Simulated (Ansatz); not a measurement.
Ansatz input

```yaml
crystal:
  lattice:
    - [0.0, 1.8112104538, 1.8112104538]
    - [1.8112104538, 0.0, 1.8112104538]
    - [1.8112104538, 1.8112104538, 0.0]
  atoms:
    - { symbol: Cr, position: [0.0, 0.0, 0.0], spin: 1.5 }
hamiltonian:
  xc: pbe
  pseudopotentials:
    kind: paw
    azcp:
      Cr: "pseudopotentials/Cr.paw.azcp"
basis:
  ecutwfc: 420
  fft_grid_basis: typed
kpoints:
  mp_grid: { grid: [8, 8, 8], shift: [0, 0, 0] }
magnetization:
  spin_polarized: true
scf:
  occupations: { method: fermi_dirac, width: 0.1 }
```

and its output:

```
Engine: ansatz 0.2.0, aarch64-unknown-linux-gnu
Pseudopotentials: kind: paw
Pseudopotential: Cr, paw, valence charge 14, recommended cutoff 420 eV (normal) 
Functional definition: PBE
  parameter kappa = 0.804
  parameter beta = 0.06672455060314922
  exchange = pbe_x(kappa = kappa, mu = beta*pi^2/3)
  correlation = pbe_c(beta = beta)
Crystal: 1 atoms, lattice volume = 11.883 Å³
Basis set: ecut = 420 eV, 259 PW (Γ)
Bands: 12, of which v1, the nominal top of the filled ones, is band 7 counted from 1 (6 counted from 0)
Symmetry: 48 space group operations
Space group: Fm-3m (ITA 225), of the structure as read, at distance tolerance 2.3e-5 Å
Magnetic group: BNS 225.116 (UNI 1618), of the structure as read, at distance tolerance 2.3e-5 Å
k-points: 29 of 512
Non-local potential: Cr, projectors of the file, l = 0: 3, l = 1: 2, l = 2: 3, l = 3: 1
PAW form: soft (Blöchl's): semilocal exchange-correlation on the pseudo side does not see the compensation charge
PAW one-centre angular grid: Cr, 590 points (default); XC on 64 Gauss nodes
Initial density: superposition of atomic densities (chi_scale 0.1, normalization cell)
Starting moments: Σ|m| = 1.5 μB on 1 of 1 site
Initial wavefunctions: pseudopotential atomic-orbital guess
Functional: x = pbe(κ = 0.804, μ = 0.2195149727645171), c = pbe(β = 0.06672455060314922)
SCF iter   1: F=—  HF=-3379.811462 eV  |F-HF|=—  |Δ(HF+E_count)|=         —  Δρ=2.12e-1 (↑2.12e-1 ↓6.34e-2)  dr2=5.40e0  dr2_m=1.17e0  M=0.243 μB ∫|m|=0.243 μB  β_m=0.30  ethr=3.10e-3  ⟨swp⟩=4.0  Hψ=3365  notcnv=0
Mixer restart at iter 1: flushing history
SCF iter   2: F=—  HF=-3377.551501 eV  |F-HF|=—  |Δ(HF+E_count)|=    2.26e0  Δρ=8.06e-2 (↑8.06e-2 ↓5.51e-2)  dr2=2.48e-1  dr2_m=4.44e-1  M=0.318 μB ∫|m|=0.318 μB  β_m=0.36  ethr=3.10e-3  ⟨swp⟩=2.1  Hψ=1856  notcnv=0  defer=5
SCF iter   3: F=—  HF=-3377.397698 eV  |F-HF|=—  |Δ(HF+E_count)|=   1.54e-1  Δρ=4.03e-2 (↑3.93e-2 ↓4.03e-2)  dr2=2.23e-2  dr2_m=1.58e-1  M=0.276 μB ∫|m|=0.276 μB  β_m=0.63  ethr=1.77e-3  ⟨swp⟩=2.0  Hψ=1133  notcnv=0  defer=5
SCF iter   4: F=—  HF=-3377.373605 eV  |F-HF|=—  |Δ(HF+E_count)|=   2.41e-2  Δρ=9.37e-3 (↑9.37e-3 ↓9.25e-3)  dr2=4.46e-4  dr2_m=9.19e-3  M=0.094 μB ∫|m|=0.095 μB  β_m=0.82  ethr=1.60e-4  ⟨swp⟩=2.5  Hψ=1391  notcnv=0  defer=5
SCF iter   5: F=—  HF=-3377.372507 eV  |F-HF|=—  |Δ(HF+E_count)|=   1.10e-3  Δρ=2.39e-3 (↑2.39e-3 ↓1.52e-3)  dr2=1.92e-4  dr2_m=3.54e-4  M=-0.027 μB ∫|m|=0.027 μB  β_m=0.79  ethr=3.19e-6  ⟨swp⟩=2.0  Hψ=1041  notcnv=0  defer=5
SCF iter   6: F=—  HF=-3377.372552 eV  |F-HF|=—  |Δ(HF+E_count)|=   4.52e-5  Δρ=1.03e-3 (↑5.30e-4 ↓1.03e-3)  dr2=4.00e-5  dr2_m=5.83e-5  M=-0.008 μB ∫|m|=0.008 μB  β_m=0.88  ethr=1.37e-6  ⟨swp⟩=2.7  Hψ=1135  notcnv=0  defer=5
...
SCF 1 converged in 11 iterations: F = -3377.372562 eV  dr2 = 7.24e-13
...
SCF iter  14: F=—  HF=-3377.372553 eV  |F-HF|=—  |Δ(HF+E_count)|=   1.01e-4  Δρ=2.60e-4 (↑2.06e-4 ↓2.60e-4)  dr2=2.74e-6  dr2_m=4.91e-6  M=0.008 μB ∫|m|=0.008 μB  β_m=0.97  ethr=8.73e-8  ⟨swp⟩=2.2  Hψ=979  notcnv=0  defer=4
SCF iter  15: F=—  HF=-3377.372561 eV  |F-HF|=—  |Δ(HF+E_count)|=   7.66e-6  Δρ=8.89e-5 (↑6.74e-5 ↓8.89e-5)  dr2=8.73e-8  dr2_m=6.32e-7  M=-0.003 μB ∫|m|=0.003 μB  β_m=0.98  ethr=7.14e-10  ⟨swp⟩=1.0  Hψ=2052  notcnv=0
iter 16 did not close the SCF: its close was put off for a magnetic moment that had not settled (scf_convergence_deferred on its scf_iter line)
SCF iter  16: F=-3377.372562 eV  HF=-3377.372562 eV  |F-HF|=2.51e-9  |Δ(HF+E_count)|=   7.89e-7  Δρ=2.04e-5 (↑1.16e-5 ↓2.04e-5)  dr2=1.34e-8  dr2_m=2.48e-8  M=-0.001 μB ∫|m|=0.001 μB  β_m=0.99  ethr=6.24e-10  ⟨swp⟩=2.1  Hψ=1352  notcnv=0
iter 17 did not close the SCF: its close was put off for a magnetic moment that had not settled (scf_convergence_deferred on its scf_iter line)
SCF iter  17: F=-3377.372562 eV  HF=-3377.372562 eV  |F-HF|=1.11e-10  |Δ(HF+E_count)|=   3.12e-8  Δρ=1.63e-6 (↑9.45e-7 ↓1.63e-6)  dr2=2.12e-10  dr2_m=1.10e-10  M=-0.000 μB ∫|m|=0.000 μB  β_m=0.99  ethr=9.60e-11  ⟨swp⟩=1.0  Hψ=1899  notcnv=0
SCF iter  18: F=-3377.372562 eV  HF=-3377.372562 eV  |F-HF|=9.09e-13  |Δ(HF+E_count)|=  1.36e-10  Δρ=1.53e-7 (↑1.48e-7 ↓1.53e-7)  dr2=4.79e-15  dr2_m=2.46e-12  M=0.000 μB ∫|m|=0.000 μB  ethr=1.52e-12  ⟨swp⟩=1.0  Hψ=2048  notcnv=0
SCF 2 converged in 18 iterations: F = -3377.372562 eV  dr2 = 4.79e-15
WARN: the starting moments were not kept: the SCF closed with an absolute magnetisation of 1.9e-6 μB, where they sum to 1.5 μB in size (1 site). That is at most 0.1 of that sum. Measured as dr2_m measures the in/out step, that magnetisation stands 3.1e-12 eV from none, at or under the dr2_threshold of 1.0e-7 eV: it is no larger than a step whose dr2_m would equal this threshold. The system may hold no moment; this SCF shows only that its start led to no more than that. To try another start: raise the starting moments (crystal.atoms[].spin, magnetization.per_species, magnetization.initial_magnetization, or on a non-collinear deck that types none of these the spinor_matrix: blocks that start its atoms; where the total moment is fixed, keep their sum and leave initial_magnetization as it is; typed ones take the place of any that the run laid by itself, positive ones on a crystal's lanthanoids without a Hubbard term where scf.initial_density.shell_occupations: [] is typed) or, if the notice of its spin-set hold's release reads "site moments contracting" or "site moments show no strong build", lengthen the hold (scf.mixing.spin_hold: { on: { confirm: 4 } }; for m-r²SCAN on two components see the key's manual first). Each may lead to a state that holds a moment. A second SCF, from the converged charge density, with the starting moments and any scf.initial_density.shell_occupations laid on it anew, would have followed, and was not run: the deck does not ask for one (magnetization.retry_lost_moments is false, the default). To let it run, set magnetization.retry_lost_moments: true and run the deck again, where that key's refused combinations let it; where memory then withholds it, that run's warning says so.
SCF converged after 11 iterations
Magnetization: -0.0000 μB (7.0000 up, 7.0000 down)
Absolute magnetization: 0.0000 μB (∫|ρ↑−ρ↓|, with the PAW one-centre terms)
Spin contamination: 0.0000 ħ² per cell (⟨S²⟩ above its minimum at these occupations)
Per-site moments (μB) at R_I (Å): [(-1.7371917440336107e-6, 1.056593335081304)]
Free energy (F): -3377.372562 eV
Harris-Foulkes:  -3377.372562 eV  (|F-HF|=1.36e-12)
Internal energy: -3377.310653 eV  (E = F + TS)
E sigma→0 (E₀):  -3377.341607 eV
Entropy (-TS):   -0.061908 eV (-61.908 meV/atom)
Fermi energy:    18.505591 eV
--- Per-component energies (eV) ---
  E_band       = -151.385437
  E_kinetic    = 343.049549
  E_local      = -1201.159009  (includes V_loc(G=0)·N_el)
  E_nonlocal   = 78.836104
  E_hartree    = 522.845410
  E_xc         = -139.938931
  E_vxc        = -178.535908  (∫ρ·V_xc dr)
  E_paw        = -1194.846350  (= ΣΔE_a)
  E_vpaw       = -239.267420  (= ΣTr[D̂ρ^β])
  E_aug_tail   = 0.000389  (compensation charges beyond the density's cutoff)
  E_ewald      = -1786.097815
  E_smearing   = -0.061908  (= −TS)
  E_closure    = -0.000000  (closes the sum)
  Σ components = -3377.372562   (vs F -3377.372562, Δ=0.00e0)
```

Command:

```sh
ansatz run input.yaml --threads 4 --pin off --max-ram 8192MiB --backend cpu --events-out ev --progress --plain --runs-dir out
```

On 4 threads of Arm Neoverse V2 (shared host) this took about 0.9 s of wall time and 2.3 s of CPU time, with 0.24 GiB at the peak.
